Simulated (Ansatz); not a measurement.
A crystal relaxed with r2SCAN in the plane-wave code Ansatz has space group Pm-3m (No. 221) and a = 3.990 Å.

```tsv
atom	site	x	y	z
K	1a	0.0000	0.0000	0.0000
Xx	1b	0.5000	0.5000	0.5000
O	3c	0.5000	0.5000	0.0000
```

r2SCAN gives an indirect gap of 2.63 eV, from R to Γ; the least direct gap is 3.26 eV at Γ. With HSE06 the valence top lies at R and the conduction bottom at Γ, 3.57 eV higher; the smallest vertical gap, at Γ, is 4.22 eV. Meshes: r2SCAN 6×6×6, HSE06 4×4×4. r2SCAN's ε∞ is 4.9 in all directions.

**Question.** Which element is Xx?
A. Ta
B. V
C. Sb
D. Nb

**Answer.** A. Xx is Ta: KTaO3 in the cubic perovskite structure. K is surrounded by 12 O at 2.82 Å; Ta is surrounded by 6 O at 2.00 Å; O is surrounded by 2 Ta at 2.00 Å and 4 K at 2.82 Å.

No spin polarisation and no zero-point or thermal motion.

No spin-orbit coupling is included; it can move band edges with weight on the heavy atoms by tenths of an eV.

The meshes of the hybrids are coarse, so their gaps aren't converged to the digits shown.
